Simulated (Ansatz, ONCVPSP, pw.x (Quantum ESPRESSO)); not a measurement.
Equation-of-state test of one ONCV potential (Co)

| Item | Value |
| --- | --- |
| Element | cobalt (Co) |
| Generator | ONCVPSP 4.0.1.1 (patched build) |
| Type | optimised norm-conserving Vanderbilt (ONCV) |
| Functional | PBE |
| Relativity | scalar-relativistic |
| Frozen core | [Ne] |
| Valence charge | 17 |
| Reference configuration | 3s2 3p6 3d7 4s2 |
| Partial waves | 3s+4s: rc 1.00 bohr, ncon 3, nbas 6, qcut 12.5 1/bohr, 2 projectors; 3p: rc 1.10 bohr, ncon 4, nbas 9, qcut 11 1/bohr, 2 projectors, debl 3.8 Ha; 3d: rc 1.45 bohr, ncon 4, nbas 9, qcut 12.7 1/bohr, 1 projector |
| Local potential | polynomial inside 0.95 bohr (lpopt 5, dvloc0 4 Ha) |
| Core correction | Teter function, fcfact 3, rcfact 1.15 |

Crystal test: fcc Co in pw.x 7.5, no spin, 16³ k-points, Fermi–Dirac smearing 0.01 Ry, cutoffs 150/600 Ry. The reference is all-electron LAPW (Ansatz 0.2.0) with the same functional, mesh and smearing; V0 and B0 come from Birch–Murnaghan fits to the pressures at five volumes. Errors are pseudo minus all-electron; Δ is the rms difference of the E(V) curves that follow from these fits, minima aligned, over ±6 % about the mean V0. Mesh and smearing are coarse, so the numbers serve the comparison and aren't converged zero-temperature values; the lattice is a test structure that the element need not adopt. Spin polarisation and strong correlation are left out, which matters for this element.

All-electron: a0 = 3.461 Å (V0 = 10.36 Å³/atom), B0 = 248.3 GPa.

Task: How far does the potential miss the all-electron equation of state?

Result: mean pressure error (GPa): +1.01; a0 (Å): 3.465; a0 error (%): +0.14; B0 error (%): -0.6; Δ (meV/atom): 2.3.

```json
{"V (Å³/atom)": "9.863", "P all-electron (GPa)": "13.76", "P pseudo (GPa)": "14.95"}
{"V (Å³/atom)": "10.122", "P all-electron (GPa)": "6.11", "P pseudo (GPa)": "7.21"}
{"V (Å³/atom)": "10.382", "P all-electron (GPa)": "-0.50", "P pseudo (GPa)": "0.49"}
{"V (Å³/atom)": "10.642", "P all-electron (GPa)": "-6.23", "P pseudo (GPa)": "-5.30"}
{"V (Å³/atom)": "10.901", "P all-electron (GPa)": "-11.17", "P pseudo (GPa)": "-10.32"}
```

Task: At the middle volume, how do free energy and pressure move when the wave cutoff is lowered (ecutrho kept at four times it)?

Result:

```
cutoff (Ry)  shift of F (meV/atom)  shift of P (GPa)
         68               +20488.3          -1178.99
         90                +2621.0           -255.30
        120                  +65.8            -11.62
```

The run at the middle volume (145 k-points, 8 iterations) took about 2.1 min on one core of a shared host (Neoverse-N1, 64 threads, 124 GiB, load 56).
